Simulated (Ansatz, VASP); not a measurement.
# Two plane-wave programs on AlN

File INCAR:

```
SYSTEM = AlN
  PREC = Accurate
  ENCUT = 520
  EDIFF = 1E-6
  ISMEAR = 0
  SIGMA = 0.2
  LREAL = .False.
  LASPH = .True.
  NELM = 60
  ALGO = Fast
  ISIF = 2
  LWAVE = .False.
  LCHARG = .False.
  GGA = PE
  NBANDS = 36
```

KPOINTS

```
Automatic mesh
0
Gamma
  6 6 4
  0 0 0
```

Contents of POSCAR:

```
AlN
1.0
    0.0000000000      3.9470073665      0.0000000000
    0.0000000000      0.0000000000      3.9470073665
    7.8940147330      0.0000000000      0.0000000000
Al N
6 6
Direct
    0.5000000000      0.0000000000      0.2500000000
    0.5000000000      0.0000000000      0.7500000000
    0.0000000000      0.5000000000      0.2500000000
    0.0000000000      0.5000000000      0.7500000000
    0.5000000000      0.5000000000      0.5000000000
    0.5000000000      0.5000000000      0.0000000000
    0.0000000000      0.5000000000      0.0000000000
    1.0000000000      0.5000000000      0.5000000000
    0.5000000000      1.0000000000      0.0000000000
    0.5000000000      0.0000000000      0.5000000000
    0.0000000000      1.0000000000      0.2500000000
    1.0000000000      0.0000000000      0.7500000000
```

Input for Ansatz:

```yaml
crystal:
  lattice:
    - [0.0, 3.9470073665, 0.0]
    - [0.0, 0.0, 3.9470073665]
    - [7.894014733, 0.0, 0.0]
  atoms:
    - { symbol: Al, position: [0.5, 0.0, 0.25] }
    - { symbol: Al, position: [0.5, 0.0, 0.75] }
    - { symbol: Al, position: [0.0, 0.5, 0.25] }
    - { symbol: Al, position: [0.0, 0.5, 0.75] }
    - { symbol: Al, position: [0.5, 0.5, 0.5] }
    - { symbol: Al, position: [0.5, 0.5, 0.0] }
    - { symbol: "N", position: [0.0, 0.5, 0.0] }
    - { symbol: "N", position: [1.0, 0.5, 0.5] }
    - { symbol: "N", position: [0.5, 1.0, 0.0] }
    - { symbol: "N", position: [0.5, 0.0, 0.5] }
    - { symbol: "N", position: [0.0, 1.0, 0.25] }
    - { symbol: "N", position: [1.0, 0.0, 0.75] }
basis:
  ecutwfc: 420
kpoints:
  mp_grid: { grid: [6, 6, 4] }
hamiltonian:
  xc: pbe
scf:
  occupations: { method: gaussian, width: 0.2 }
  lower_state_search: "off"
output:
  forces: true
  stress: true
  eigenvalues: true
```

Alike in both runs: task single point; functional PBE; k mesh 6 × 6 × 4; occupations gaussian, width 0.2 eV; no spin polarisation.

```csv
,VASP,Ansatz
version,VASP 6.6.1,Ansatz 0.2.0
potentials or method,"VASP PAW PBE potentials, release 64 (Al, N)","scalar-relativistic, plane waves, PAW"
plane-wave cutoff (eV),520,420
valence electrons in the cell,48,48
```

```csv
,VASP,Ansatz,Ansatz less VASP
gap on the k mesh at the Fermi level (eV),none,none,-
pressure (GPa),-0.2,0.1,+0.33
```

A gap of «none» marks a metal or a gap that the smearing closes. The functional is the same, so the differences come from potentials, cutoffs and numerics.
